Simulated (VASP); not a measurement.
Se, 3 atoms in the cell. The structure is trigonal, space group P3_121 (No. 152). Conventional cell: a = 4.505 Å, b = 4.505 Å, c = 4.979 Å, α = 90.00°, β = 90.00°, γ = 120.00°. Se (site symmetry 2) is surrounded by 2 Se at 2.38 Å. 

```yaml
Program: VASP 6.6.1
Task: relaxation of cell and atoms
Functional: r2SCAN
Potentials_or_basis: VASP PAW PBE potentials, release 64 (Se)
Cutoff: 600 eV
k_mesh: 9 × 9 × 6
Occupations: gaussian, width 0.02 eV
Spin: no spin polarisation
Further_INCAR_settings: ALGO = Normal; EDIFF = 1e-07; IBRION = 2; EDIFFG = -0.005; NSW = 90; ISIF = 3
```

Potentials or basis: VASP PAW PBE potentials, release 64 (Se).

Launch:

```sh
$ cat potpaw_PBE.64/Se/POTCAR > POTCAR
$ mpirun -np 1 vasp_std > vasp.out
```

Hardware: 1 thread of Intel(R) Xeon(R) Platinum 8488C (Sapphire Rapids) (shared host).

Q: Estimate the wall time of this run.

A: Wall time 9.4 min on 1 thread of Intel(R) Xeon(R) Platinum 8488C (Sapphire Rapids), on a shared host, peak memory 0.27 GiB. Counts: scf iterations 40, k points 62, ion steps 4.
